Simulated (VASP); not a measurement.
TePb: density of states with PBEsol

Crystal: TePb.

```
Pb Te
1.0
     0.00000    3.60291    3.60291
     3.60291    0.00000    3.60291
     3.60291    3.60291    0.00000
Pb Te
1 1
Direct
  0.00000 0.00000 0.00000
  0.25000 0.25000 0.25000
```

Measurements of this composition are mostly on another form, of space group No. 225.

```yaml
Program: VASP 6.6.1
Task: density of states
Functional: PBEsol
Potentials_or_basis: VASP PAW PBE potentials, release 64 (Pb_d, Te)
Cutoff: 520 eV
k_mesh: 8 × 8 × 8
Occupations: gaussian, width 0.05 eV
Spin: no spin polarisation
Dipole_correction: no
k_mesh_for_the_DOS: 12 × 12 × 12
Occupations_for_the_DOS: tetrahedron
Further_INCAR_settings: ALGO = Normal; EDIFF = 1e-06; NBANDS = 17
```

The valence electrons inside the program's atomic spheres are Pb 11.88; Te 3.38.

Levels at points of the mesh, in eV from the valence-band top:
| k point | band 8 | band 9 | band 10 | band 11 | band 12 | band 13 |
| --- | --- | --- | --- | --- | --- | --- |
| (0.00, 0.00, 0.00) | -1.55 | -1.55 | -1.55 | 1.45 | 1.45 | 1.45 |
| (0.50, 0.00, 0.00) | -2.14 | -2.14 | -2.05 | 2.28 | 2.28 | 3.78 |
| (0.50, 0.50, 0.00) | -2.85 | -2.85 | -0.67 | 0.44 | 4.47 | 4.47 |

States per cell in windows of 1 eV (zero at the valence-band top; states under -8 eV left out):
```csv
from (eV),total,Te2_p,Pb1_p,Pb1_s,Te2_d,Te2_s,Pb1_d
-8.0,0.83,0.02,0.01,0.44,0.00,0.12,0.00
-7.0,0.14,0.00,0.00,0.07,0.00,0.03,0.00
-6.0,0.00,0.00,0.00,0.00,0.00,0.00,0.00
-5.0,0.00,0.00,0.00,0.00,0.00,0.00,0.00
-4.0,0.82,0.22,0.10,0.00,0.00,0.00,0.00
-3.0,2.89,0.89,0.35,0.01,0.00,0.00,0.02
-2.0,0.93,0.32,0.08,0.04,0.00,0.01,0.01
-1.0,1.38,0.50,0.06,0.13,0.00,0.02,0.01
0.0,0.29,0.01,0.07,0.00,0.00,0.01,0.00
1.0,1.58,0.11,0.43,0.01,0.03,0.05,0.01
2.0,2.11,0.29,0.51,0.01,0.05,0.01,0.02
3.0,1.88,0.31,0.48,0.01,0.04,0.02,0.02
4.0,0.22,0.03,0.05,0.00,0.00,0.00,0.00
5.0,2.14,0.18,0.10,0.02,0.09,0.01,0.06
6.0,1.97,0.06,0.21,0.02,0.12,0.01,0.06
7.0,2.36,0.10,0.22,0.01,0.17,0.01,0.06
```

Wall time 110 s on 1 thread of Intel(R) Xeon(R) Platinum 8259CL CPU @ 2.50GHz (Skylake/Cascade Lake) (shared host), peak memory 0.3 GiB.

 The run has no spin-orbit coupling, so splittings on Pb, Te are missing.
